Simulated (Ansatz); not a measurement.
# MgO: the cost of one run

The runs shown are made with Ansatz 0.2.0. PAW datasets, plane waves. Simulation only: spin-unpolarised, and no claim that this is the phase found in nature.

## Step 1: The structure to begin with

The unstrained cell was relaxed with r2SCAN; in each strained cell the atoms were relaxed again with r2SCAN. Names of k-points are those of the unstrained zone, where strain can split equivalent points. First state: +5.0 % strain along x alone.

It is orthorhombic, Cmcm (No. 63); a = 3.070 Å, b = 5.063 Å, c = 5.092 Å in the conventional setting, 9.89 Å³ an atom. Around Mg lie 6 O at 2.11–2.17 Å; around O lie 6 Mg at 2.11–2.17 Å.

Structure file:

```cif
data_structure
_symmetry_space_group_name_H-M 'Cmcm'
_symmetry_Int_Tables_number 63
_cell_length_a 3.0695
_cell_length_b 5.0629
_cell_length_c 5.0921
_cell_angle_alpha 90.000
_cell_angle_beta 90.000
_cell_angle_gamma 90.000
_cell_volume 79.13
loop_
_atom_site_label
_atom_site_type_symbol
_atom_site_symmetry_multiplicity
_atom_site_Wyckoff_symbol
_atom_site_fract_x
_atom_site_fract_y
_atom_site_fract_z
_atom_site_occupancy
Mg1 Mg 4 a 0.00000 0.00000 0.00000 1
O1 O 4 c 0.00000 0.33183 0.25000 1
```

## Step 2: +5.0 % strain along x alone: PBE

Contents of input.yaml:

```yaml
crystal:
  lattice:
    - [3.0695003668, 0.0, 0.0]
    - [-1.5347501834, 2.5314401434, 0.0]
    - [0.0, 0.0, 5.0921016473]
  atoms:
    - { symbol: Mg, position: [0.0, 0.0, 0.0] }
    - { symbol: Mg, position: [0.0, 0.0, 0.5] }
    - { symbol: O, position: [0.3318328285, 0.6636656569, 0.25] }
    - { symbol: O, position: [0.6681671715, 0.3363343431, 0.75] }
kpoints:
  mp_grid: { grid: [12, 12, 6] }
  band_path:
    path:
      - [0.0, 0.0, 0.0]
      - [0.5, 0.0, 0.0]
      - [0.3333333333, 0.3333333333, 0.0]
      - [0.0, 0.0, 0.5]
      - [0.5, 0.0, 0.5]
      - [0.3333333333, 0.3333333333, 0.5]
    npoints: 1
hamiltonian:
  xc: pbe
scf:
  occupations: { method: fermi_dirac, width: 0.02 }
  n_extra_bands: 5
output:
  forces: true
  stress: true
  eigenvalues: true
```

On the command line:

```console
$ ansatz run input.yaml --threads 4 --pin off --max-ram 3686MiB --backend cpu --events-out ev --progress --plain --runs-dir out
```

What time and memory should one allow on 4 threads of Arm Neoverse N1, shared host?

About 3.8 s, with a peak of 0.39 GiB.
